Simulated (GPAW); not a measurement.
## A GW chain in GPAW: MgI2 (2H monolayer)

Wanted: ground state, empty states, screening and self-energy for MgI2 (2H monolayer).

Method: LDA and many-body steps on it, plane waves, in GPAW 26.7.0.

This is a report of a sequence of runs, with most program output left out.

## Step 1: The structure

The cell holds 3 atoms: 1 Mg and 2 I. Its edges and angles: a = 3.640 Å, b = 3.640 Å, c = 14.600 Å, α = 90.0°, β = 90.0°, γ = 120.0°. Vacuum lies along c.

As a file:

```
Mg I
1.0
     3.63981    0.00000    0.00000
    -1.81991    3.15217    0.00000
     0.00000    0.00000   14.60000
Mg I
1 2
Direct
  0.33333 0.66667 0.50000
  0.66667 0.33333 0.62171
  0.66667 0.33333 0.37829
```

The start is a generated structure, not a measured one. Spin-orbit coupling is left out unless a step names it.

## Step 2: Relaxation

This step: GPAW 26.7.0; DFT, LDA, plane waves, PAW.

Gaps follow bond lengths, so the structure is brought to rest first.

File run.py:

```python
import json
import numpy as np
from gpaw.mpi import world
from ase import Atoms
from ase.constraints import FixSymmetry
from ase.filters import FrechetCellFilter
from ase.optimize import BFGS
from gpaw import GPAW, PW, FermiDirac

atoms = Atoms(['Mg', 'I', 'I'],
    cell=[[3.6398136500, 0.0000000000, 0.0000000000],
      [-1.8199068250, 3.1521710859, 0.0000000000],
      [0.0000000000, 0.0000000000, 14.6000000000]],
    scaled_positions=[[0.3333333333, 0.6666666667, 0.5000000000],
      [0.6666666667, 0.3333333333, 0.6217066370],
      [0.6666666667, 0.3333333333, 0.3782933630]],
    pbc=(True, True, False))
atoms.set_constraint(FixSymmetry(atoms))
atoms.calc = GPAW(mode=PW(550),
    xc='LDA',
    kpts={'size': (9, 9, 1), 'gamma': True},
    occupations=FermiDirac(0.02),
    convergence={'density': 1e-5},
    txt='relax.txt')
steps = []
opt = BFGS(FrechetCellFilter(atoms, mask=[1, 1, 0, 0, 0, 1]), logfile='bfgs.log')
opt.attach(lambda: steps.append([atoms.get_potential_energy(), atoms.cell[:], atoms.positions.copy(), atoms.get_forces()]))
converged = opt.run(fmax=0.03, steps=50)
res = {'converged': bool(converged), 'steps': steps, 'cell': atoms.cell[:], 'frac': atoms.get_scaled_positions()}

if world.rank == 0:
    with open('result.json', 'w') as f:
        json.dump(res, f, default=lambda x: x.tolist())
```

Launch:

```console
> mpirun -n 4 gpaw python run.py
```

Run time: 61 s. Hardware: 4 MPI ranks of Arm Neoverse V1, shared host; peak memory 1 GiB.

Relaxation path:

| step | energy less that of the first step (eV) | largest force (eV/Å) |
| --- | --- | --- |
| 1 | 0.0000 | 0.9127 |
| 2 | -0.1364 | 0.7078 |
| 3 | -0.5111 | 0.1180 |
| 4 | -0.5314 | 0.2417 |
| 5 | -0.5358 | 0.2606 |
| 6 | -0.5404 | 0.2354 |
| 7 | -0.5461 | 0.1390 |
| 8 | -0.5486 | 0.0374 |
| 9 | -0.5490 | 0.0004 |

The atoms that moved most (Å):

| atom | dx | dy | dz | length |
| --- | --- | --- | --- | --- |
| I3 | 0.000 | 0.000 | -0.044 | 0.044 |
| I2 | 0.000 | 0.000 | 0.044 | 0.044 |

The relaxed structure:

```
Mg I
1.0
     3.98069    0.00000    0.00000
    -1.99034    3.44737    0.00000
     0.00000    0.00000   14.60000
Mg I
1 2
Direct
  0.33333 0.66667 0.50000
  0.66667 0.33333 0.62475
  0.66667 0.33333 0.37525
```

## Step 3: Ground state

The ground-state density comes first.

File run.py:

```python
import json
import numpy as np
from gpaw.mpi import world
from ase import Atoms
from gpaw import GPAW, PW, FermiDirac

atoms = Atoms(['Mg', 'I', 'I'],
    cell=[[3.9806850001, 0.0000000000, 0.0000000000],
      [-1.9903425000, 3.4473743345, 0.0000000000],
      [0.0000000000, 0.0000000000, 14.6000000000]],
    scaled_positions=[[0.3333333333, 0.6666666667, 0.5000000000],
      [0.6666666667, 0.3333333333, 0.6247526729],
      [0.6666666667, 0.3333333333, 0.3752473271]],
    pbc=(True, True, False))
calc = GPAW(mode=PW(450),
    xc='LDA',
    kpts={'size': (9, 9, 1), 'gamma': True},
    occupations=FermiDirac(0.001),
    nbands=-7,
    convergence={'density': 1e-6, 'bands': -3},
    maxiter=100,
    txt='gs.txt')
atoms.calc = calc
res = {'energy': atoms.get_potential_energy()}
kpts = calc.get_ibz_k_points()
res['kpts'] = kpts
res['eigenvalues'] = [calc.get_eigenvalues(kpt=k) for k in range(len(kpts))]
res['n_electrons'] = calc.get_number_of_electrons()
calc.write('gs.gpw')

if world.rank == 0:
    with open('result.json', 'w') as f:
        json.dump(res, f, default=lambda x: x.tolist())
```

Launch:

```console
> mpirun -n 4 gpaw python run.py
```

Run time: 7.2 s. Hardware: 4 MPI ranks; peak memory 0.72 GiB; 28 s of CPU time.

This step gave:

| Item | Value |
| --- | --- |
| total energy | -8.533 eV |
| gap | 2.867 eV |
| k of the valence top | 0, 0, 0 |
| k of the conduction bottom | 0.4444, 0, 0 |
| least direct gap | 3.040 eV |

The gap is indirect, with the least direct gap 0.17 eV higher.

## Step 4: Empty states on the mesh, 9×9×1 mesh, 335 bands

The sums over transitions need many empty states on a uniform mesh; this step solves for them.

File run.py:

```python
import json
import numpy as np
from gpaw.mpi import world
from gpaw import GPAW

calc = GPAW('gs.gpw').fixed_density(kpts={'size': (9, 9, 1), 'gamma': True},
    parallel={'domain': 1, 'band': 1},
    txt='nscf.txt')
calc.diagonalize_full_hamiltonian(nbands=335)
calc.write('full.gpw', mode='all')
res = {}
kpts = calc.get_ibz_k_points()
res['kpts'] = kpts
res['eigenvalues'] = [calc.get_eigenvalues(kpt=k) for k in range(len(kpts))]
res['n_electrons'] = calc.get_number_of_electrons()

if world.rank == 0:
    with open('result.json', 'w') as f:
        json.dump(res, f, default=lambda x: x.tolist())
```

Launch:

```console
> mpirun -n 4 gpaw python run.py
```

Elapsed: 4.1 min, on 4 MPI ranks; peak memory 6.9 GiB; 16 min of CPU time.

This step gave:

- gap: 2.867 eV
- k of the valence top: 0, 0, 0
- k of the conduction bottom: 0.4444, 0, 0
- least direct gap: 3.040 eV
- k points computed: 12
- lowest point of the top converged band, above the valence top: 78.5774 eV

On this mesh the gap is 2.867 eV.

## Step 5: Screening and self-energy, 9×9×1 mesh, 151 bands, screening to 48 eV

Now the one-shot GW correction: screening in the RPA, then the self-energy of the levels asked for.

This step: G0W0 on LDA, plane waves, PAW.

File run.py:

```python
import json
import numpy as np
from gpaw.mpi import world
from gpaw.response.g0w0 import G0W0

gw = G0W0('full.gpw',
    filename='gw',
    kpts=[0, 9],
    bands=(10, 14),
    ecut=48,
    nbands=151,
    truncation='2D',
    integrate_gamma='sphere',
    q0_correction=True,
    frequencies={'type': 'nonlinear', 'domega0': 0.15, 'omega2': 15.0},
    eta=0.1,
    nblocksmax=True)
gw.calculate()
res = {mode: {k: v for k, v in r.items() if k != 'sigma_eskwn'}
       for mode, r in gw.all_results.items()}

if world.rank == 0:
    with open('result.json', 'w') as f:
        json.dump(res, f, default=lambda x: x.tolist())
```

Launch:

```console
> mpirun -n 4 gpaw python run.py
```

Elapsed: 2.7 min, on 4 MPI ranks; peak memory 2.1 GiB.

This step gave:

| Property | Result |
| --- | --- |
| G0W0 gap on the points computed | 4.832 eV |
| least direct G0W0 gap on the computed points | 5.020 eV |
| Z at the valence top | 0.8016 |
| Z at the conduction bottom | 0.8169 |
| starting gap on the mesh | 2.867 eV |
| k of the valence top | 0, 0, 0 |
| k of the conduction bottom | 0.4444, 0, 0 |

The gap on the mesh goes from 2.87 eV to 4.83 eV, a correction of +1.97 eV.

Limits: finite bands, cutoff and mesh; no spin-orbit coupling. v1 is the top filled band, c1 the lowest empty one. Levels before and after the correction, in eV, zero at the valence-band top of each column:

|  | conduction bottom | valence top |
| --- | --- | --- |
| Kohn-Sham | 2.87 | 0.00 |
| G0W0 | 4.83 | 0.00 |

|  | level | energy (eV) |
| --- | --- | --- |
| Kohn-Sham | Γ v2-v1 | 0.000 |
| Kohn-Sham | Γ c1 | 3.040 |
| Kohn-Sham | Γ c2 | 5.116 |
| Kohn-Sham | (0.444 0 0) v2 | -0.784 |
| Kohn-Sham | (0.444 0 0) v1 | -0.638 |
| Kohn-Sham | (0.444 0 0) c1 | 2.867 |
| Kohn-Sham | (0.444 0 0) c2 | 3.562 |
| G0W0 | Γ v2-v1 | 0.000 |
| G0W0 | Γ c1 | 5.020 |
| G0W0 | Γ c2 | 6.999 |
| G0W0 | (0.444 0 0) v2 | -0.911 |
| G0W0 | (0.444 0 0) v1 | -0.867 |
| G0W0 | (0.444 0 0) c1 | 4.832 |
| G0W0 | (0.444 0 0) c2 | 5.321 |

## Step 6: Where the time went

Times are wall times on 4 MPI ranks of Arm Neoverse V1, shared host, good to a factor of about two.

| step | time | share | memory (GiB) |
| --- | --- | --- | --- |
| relaxation | 61 s | 13 % | 1.0 |
| ground state | 7.2 s | 2 % | 0.72 |
| empty states on the mesh | 4.1 min | 52 % | 6.9 |
| screening and self-energy | 2.7 min | 34 % | 2.1 |

## Step 7: Summary of results

| Quantity | Value |
| --- | --- |
| LDA gap | 2.87 eV, indirect |
| G0W0 gap on the mesh | 4.83 eV |
| GW settings | 9×9×1 mesh, 151 bands, screening to 48 eV, full frequency, Hilbert transform |
| known limits | not at the basis limit; no spin-orbit coupling |

**Reading.** G0W0 moves the gap on the mesh from 2.87 eV to 4.83 eV (+1.97 eV), with Z of 0.80 and 0.82 at the edges. Only 2 of the mesh's irreducible points were corrected, so a valley elsewhere could overtake. The dearest step here is «empty states on the mesh». Bands and cutoff are finite, so the gap is not at the basis limit. The miss can reach some tenths of an eV and take either sign; the mesh is an error of its own. These stock PAW sets were not made for GW; the filled d or f shell of I lies in the frozen core, which bears on start and correction. In the G0W0 run levels were corrected at 2 k points alone, so a gap called «on the mesh» is the least over those, and an edge elsewhere would be missed. The many-body steps are scalar-relativistic: spin-orbit coupling is not in them.

[Paths, hosts, dates, memory and timing lines, banners, echoed tables and standing remarks are left out of the program output.]

[Logs are printed without paths, hosts, clocks, repeated set-up lines and the standing remarks that a program may print on its own settings, such as how far it seeks lower states.]

[Runs of the session that timed out or met a known fault of the program may be left out.]

[Hosts, paths, dates, database ids (printed as entryN), source tags and the programs' standing remarks are cut or masked in the printed files.]
